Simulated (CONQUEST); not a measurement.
Sn in CONQUEST: convergence with k mesh

Input of the first run (k mesh 1 × 1 × 1); the others differ in this setting and in those tied to it:

The input Conquest_input:

```
IO.Title Sn
IO.Coordinates coords.dat
IO.FractionalAtomicCoords T
IO.Iprint 2
IO.Iprint_init 1
General.NumberOfSpecies 1
General.PseudopotentialType hamann
AtomMove.TypeOfRun static
AtomMove.FullStress T
Grid.GridCutoff 120
DM.SolutionMethod diagon
Diag.MPMesh T
Diag.GammaCentred T
Diag.MPMeshX 1
Diag.MPMeshY 1
Diag.MPMeshZ 1
Diag.kT 0.00183747
minE.SCTolerance 1e-6
SC.MaxIters 100
IO.AtomChargeOutput T
%block ChemicalSpeciesLabel
1 118.710 Sn
%endblock
```

File coords.dat:

```
    6.0444854996     0.0000000000     0.0000000000
    0.0000000000    11.1121204577     0.0000000000
    0.0000000000     0.0000000000    11.1121204577
4
  0.4927015000   0.5035745000   0.5014715000 1 T T T
  0.9927015000   0.0035745000   0.0014715000 1 T T T
  0.2498245000   0.0010105000   0.4966045000 1 T T T
  0.7498245000   0.5010105000   0.9966045000 1 T T T
```

Potentials or basis: PseudoDojo NC LDA, SZP, grid cutoff 120 Ha.

Launch:

```bash
$ OMP_NUM_THREADS=1 Conquest
```

The cell isn't the ideal one: atoms moved at random.

Hardware: 1 thread of AMD EPYC 7B13 (Zen 3), on a shared host.

```tsv
k mesh	energy less the tightest run, at zero smearing (meV/atom)	pressure (GPa)	largest force (eV/Å)	SCF cycles	CPU time (s)	peak memory (GiB)
1 × 1 × 1	-3448.89	-18.65	0.410	6	23	0.66
2 × 1 × 1	-271.36	2.20	0.149	8	25	0.66
3 × 2 × 2	-21.49	-1.45	0.120	6	25	0.65
4 × 2 × 2	32.08	-0.97	0.073	5	24	0.66
5 × 3 × 3	-50.72	-2.07	0.189	5	25	0.65
6 × 4 × 4	25.21	-1.27	0.139	5	30	0.66
7 × 4 × 4	14.05	-1.79	0.131	5	30	0.65
8 × 5 × 5	4.93	-1.59	0.118	5	34	0.65
10 × 6 × 6	10.38	-1.70	0.145	5	47	0.65
12 × 7 × 7	0.00	-1.84	0.140	5	53	0.65
```

Not settled before the last step: the energy (to 1 meV/atom), the pressure (to 0.1 GPa), the largest force (to 0.005 eV/Å). Meshes of other sizes hit other points, so gaps and Fermi surfaces needn't settle smoothly. The tightest run that finished is the yardstick and may itself not be fully converged.

Caveat, for the tightest run too: the atomic basis is small; the basis of atomic orbitals isn't converged, which shifts pressures, moduli and gaps.
